Silicon has two band gaps that matter in practice. The smaller one governs how readily heat frees electrons to carry current. The larger one, the direct gap, marks roughly where silicon begins to absorb light strongly: a photon brings almost no momentum, so the electron needs an empty level at the wavevector it already has. A report may quote only the smaller gap, and the reader may need the other.

The table gives both for one fixed silicon crystal and five density functionals, which are five approximations to the exchange and correlation of the electrons. The calculation samples the electron waves on a mesh of wavevectors. The "gap on mesh" is the distance from the highest filled to the lowest empty level among all sampled wavevectors. The "direct gap on mesh" is the smallest such distance at a single wavevector.

ABINIT 10.8.3, plane-wave Kohn–Sham DFT of crystalline silicon (diamond structure, 2-atom cell, 20.16 Å³ per atom), with the same fixed atoms in every row. All runs use a 6 × 6 × 6 k mesh and Fermi–Dirac occupations with a smearing width of 0.05 eV, without spin polarisation or spin–orbit coupling.

```
functional                            potentials  wave cutoff  gap on mesh (eV)  direct gap on mesh (eV)
       LDA                      JTH-PAW-LDA-v2.0   408.171 eV             0.623                    2.524
       PBE                      JTH-PAW-PBE-v2.0   408.171 eV             0.735                    2.566
    PBEsol                      JTH-PAW-PBE-v2.0   408.171 eV             0.613                    2.521
    r2SCAN                      JTH-PAW-PBE-v2.0   489.805 eV             0.927                    2.747
     HSE06  PseudoDojo-NC-SR-PBE-v0.4.1-standard   380.959 eV             1.488                    3.443
```

In every row the highest filled level lies at Γ, the point of zero wavevector, and the smallest direct gap is found there too. The lowest sampled empty level lies far from Γ, at the point X on the boundary of the Brillouin zone, the region that holds all distinct wavevectors. In r2SCAN it lies two thirds of the way from Γ to X, but that point and X are practically level.

### (a) Find a rule with one constant that turns the gap on mesh into the direct gap. Apply it to r2SCAN and HSE06.

**Solution.** Call the highest filled level V, the lowest empty level at Γ G, and the lowest empty level anywhere on the mesh M. The direct gap is G − V and the gap on mesh is M − V. Subtracting one from the other gives

direct gap − gap on mesh = G − M.

The filled level has dropped out. This is arithmetic and holds for any functional. What remains is the height of one empty level above another.

A rule with one constant works if this height depends little on the functional. Subtracting the two columns of the table shows that it does: the height runs from 1.820 eV in r2SCAN to 1.955 eV in HSE06. Its mean over the five rows is 1.883 eV, which rounds to a figure that is easy to remember:

**direct gap ≈ gap on mesh + 1.9 eV.**

For r2SCAN the rule gives 0.927 + 1.9 = 2.827 eV. The calculation gave 2.747 eV, so the estimate is 0.08 eV too high, or 3% of the direct gap. This is the worst row of the table.

For HSE06, which has the largest gap, the rule gives 1.488 + 1.9 = 3.388 eV. The calculation gave 3.443 eV, so the estimate is now slightly too low. Both rows helped to set the constant, so these two results illustrate the rule and are not independent tests of it.

### (b) The gap on mesh more than doubles between the lowest row and HSE06. Why does it grow, and why does the constant in the rule change so little?

**Solution.** The growth comes from the way in which a functional treats filled and empty levels. LDA, PBE and PBEsol build their potential from the electron density, the latter two also from its gradient. Every electron wave, filled or empty, then moves in the same potential. Theory shows that the gap between such levels lacks a part of the true gap, namely the jump of the potential when an electron is added. These three functionals accordingly give the three smallest gaps in the table, well below silicon's measured gap of roughly 1.2 eV (a recalled figure).

The hydrogen molecule shows in a simple form what exact exchange changes. Its two electrons fill the bonding orbital, and the antibonding orbital is empty. With exact exchange, an electron in the bonding orbital is repelled only by its partner, because its repulsion from itself cancels. An electron put into the empty orbital would be repelled by both electrons, with only a weaker exchange term to offset this. The filled level therefore sinks relative to the empty one, and the gap opens.

Silicon's filled levels are likewise bonding and its lowest empty levels antibonding, so the direction of the effect carries over. Its size does not, since HSE06 uses only a quarter of the exact exchange, and only at short range. Nor can the molecule explain the constant in the rule, which compares two empty levels in a crystal.

The functional r2SCAN takes a smaller step the same way. It has no exact exchange, but it uses the kinetic energy density, which depends on the shapes of the orbitals. It can therefore act differently on filled and empty levels. Compared with PBE, it raises the gap on mesh by 0.19 eV and the direct gap by 0.18 eV, which is nearly the same amount. The r2SCAN row uses core potentials made for PBE and a higher wave cutoff, and its run warns of very low density at some points, so the step may not be due to the functional alone.

From PBE to HSE06 the two gaps rise by 0.75 and 0.88 eV. Most of the change is thus common to both, as it must be if the main event is a widening between the filled levels and the empty ones. Why the two empty levels keep their distance is a matter of argument. Both are antibonding, and both lie in the same crystal with the same spacing of atoms. It is plausible that exchange with the filled levels affects them to a similar degree, but no general law demands it. Being empty and antibonding is not enough in itself: part (c) meets another such level that does not keep its distance.

The HSE06 row needs some caution. It was computed with a different kind of potential for the atomic cores and with a coarse mesh for the exchange. The run itself gave no warning, but the makers of the data flag both this coarse mesh and the convention used for the functional as possible sources of error. They do so from tests on other systems, not from this run. The direct gap in this row is about 0.1 eV above the value usually quoted for HSE06, roughly 3.3 eV as recalled. Its gap on mesh seems too high as well, by somewhat more: the value usually quoted is about 1.2 eV, also as recalled, and the coarse sampling of wavevectors adds only about 0.1 eV to that. The rise from PBE is therefore probably not purely the work of exact exchange. For the rule, only the difference between the two excesses matters, since a common excess cancels in G − M. If the recalled values are right, that height is somewhat too small in this row, and a better HSE06 run would be expected to miss the rule by more than this one does.

The same reasoning allows a guess for a neighbouring case. If the share of exact exchange in silicon were raised further, both gaps should grow, the direct gap probably somewhat more, as it does from PBE to HSE06. The rule would then still serve as a first estimate, but it would be expected to fall further short as the share rises.

### (c) How accurate is the rule over the whole table, and where does it stop being useful?

**Solution.** The typical error over the five rows is 0.05 eV (root mean square). If each row in turn is left out when the mean is taken, and is then estimated from the other four, the typical error is 0.06 eV. The constant therefore does not hang on any single row. The rows are a selection, however: runs that failed or met a known fault of the program were left out, as were some with graver warnings, so functionals not shown here may stray further from the rule. Used backwards, to find the gap on mesh from the direct gap, the rule has the same error in eV, but this can then be nearly a tenth of the smaller quantity.

Two other simple rules come to mind. One multiplies the gap on mesh by a fixed factor. The best factor, found by least squares over all rows, is 2.9, and it misses by 0.64 eV on average (root mean square). The other assumes the same direct gap for every functional. With the mean of the table as that value, it misses by 0.35 eV. Over the full range of functionals, adding a constant is clearly the better picture.

Among LDA, PBE and PBEsol the verdict is reversed. There a single fixed direct gap, the mean of the three, has a typical error of 0.02 eV, half that of the rule. The step from PBE to PBEsol shows why, and it is a clean comparison because both rows use the same core potentials and the same wave cutoff. The gap on mesh falls by 0.12 eV but the direct gap by only 0.05 eV, so most of the change is a shift of the level at X relative to the empty level at Γ. The two functionals share one formula and differ only in the strength of its gradient terms, so the shift comes from those terms. Why they act more on one level than on the other, the data do not reveal. The rule should therefore not be used to predict small differences between these three functionals.

A second limit comes from the mesh. The true minimum of silicon's empty levels lies between Γ and X, at a wavevector that was not sampled. A parabola through the lowest empty level at the three nearest sampled points on the line from Γ to X places the minimum about 0.1 eV below the lowest sampled level in every row. The direct gap at Γ is not affected, since Γ is on the mesh. For a gap taken from a fine mesh, the constant to add is therefore nearer 2.0 eV.

A third limit concerns the choice of empty level. The lowest empty level at the point L, in another direction from Γ, also keeps its distance from the conduction minimum fairly well, within a range of 0.15 eV over the five functionals. A higher level at Γ does not. It is a single level, where the lowest empty level at Γ is threefold, and its height above the minimum varies by 0.48 eV. Empty levels do not all move together, so a constant distance has to be tested for each pair.

This matters as soon as one leaves silicon. The single level has the character of an antibonding combination of s orbitals, and in germanium it is known to be the lowest empty level at Γ. The direct gap of germanium thus ends on the kind of level that follows the rule badly here. The constant 1.9 eV belongs to silicon, and another material needs its own constant and its own check of which levels are involved.

Finally, the rule passes on whatever error the starting gap contains. The PBE gap on mesh of 0.735 eV leads to a direct gap of about 2.6 eV, close to what PBE itself gives but still too small for real silicon. The rule tells an engineer roughly what a given functional would have reported for the second gap. Whether that functional is good enough has to be judged separately. All rows share one crystal cell, so the rule is untested at other lattice spacings.
